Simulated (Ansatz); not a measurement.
# Cd: a sweep of LAPW's plane-wave cutoff

One table from this session's results is given with a row withheld; the runs are named, their logs left out.

Program: Ansatz 0.2.0. Level of theory: DFT, PBE, all-electron LAPW, scalar-relativistic. These are calculated values, not measurements.

## The system as given

It takes space group P6_3/mmc (No. 194, hexagonal). Conventional cell: a = 2.979 Å, b = 2.979 Å, c = 5.618 Å, α = 90.00°, β = 90.00°, γ = 120.00°. Around Cd (site symmetry -6m2) lie 12 Cd at 2.98 to 3.29 Å.

Structure file:

```cif
data_structure
_symmetry_space_group_name_H-M 'P6_3/mmc'
_symmetry_Int_Tables_number 194
_cell_length_a 2.9789
_cell_length_b 2.9789
_cell_length_c 5.6177
_cell_angle_alpha 90.000
_cell_angle_beta 90.000
_cell_angle_gamma 120.000
_cell_volume 43.17
loop_
_atom_site_label
_atom_site_type_symbol
_atom_site_symmetry_multiplicity
_atom_site_Wyckoff_symbol
_atom_site_fract_x
_atom_site_fract_y
_atom_site_fract_z
_atom_site_occupancy
Cd1 Cd 2 c 0.33333 0.66667 0.25000 1
```

The file gives the conventional cell by its symmetry; the runs use the cell typed in the input.

The cell comes from a crystallographic database entry that wasn't checked; take it as a given geometry, which may be far from equilibrium.

Atoms are numbered in the order of the input: Cd1, Cd2.

The first run:

The input, input.yaml:

```yaml
crystal:
  lattice:
    - [2.9788725081, 0.0, 0.0]
    - [-1.489436254, 2.5797792666, 0.0]
    - [0.0, 0.0, 5.61765]
  atoms:
    - { symbol: Cd, position: [0.3333333333, 0.6666666667, 0.25] }
    - { symbol: Cd, position: [0.6666666667, 0.3333333333, 0.75] }
kpoints:
  mp_grid: { grid: [16, 16, 7] }
scf:
  occupations: { method: fermi_dirac, width: 0.05 }
hamiltonian:
  xc: pbe
  pseudopotentials: { kind: all_electron, lapw: { basis_error: 0.001 } }
output:
  forces: true
  stress: true
  eigenvalues: true
basis:
  ecutwfc: 150
```

Command:

```bash
$ ansatz run input.yaml --threads 1 --pin off --max-ram 2048MiB --backend cpu --events-out ev --progress --plain --runs-dir out
```

Among the steps run: With plane-wave cutoff typed as 150 eV; With plane-wave cutoff typed as 180 eV; With plane-wave cutoff typed as 320 eV; With plane-wave cutoff typed as 400 eV.

One table of the session follows, with a row left open; its other results are not shown here.

| cutoff (eV) | pressure (GPa) |
| --- | --- |
| 150 | 2.94 |
| 180 | ? |
| 320 | 2.88 |
| 400 | 2.88 |

Q: Estimate the row for cutoff (eV) = 180 from the others.

Worked estimate for «pressure (GPa)». A straight line through the neighbours (150, 2.94) and (320, 2.88) gives 2.94 + (2.88 − 2.94) × (180 − 150) / (320 − 150) = 2.93; a parabola fitted to 3 rows on both sides gives 2.92.

The run gave: pressure (GPa): 2.89. In «pressure (GPa)» the line misses by +0.04 and the parabola by +0.03. The values bend between the rows more than so simple an estimate can follow.

Energies are those extrapolated to zero smearing.
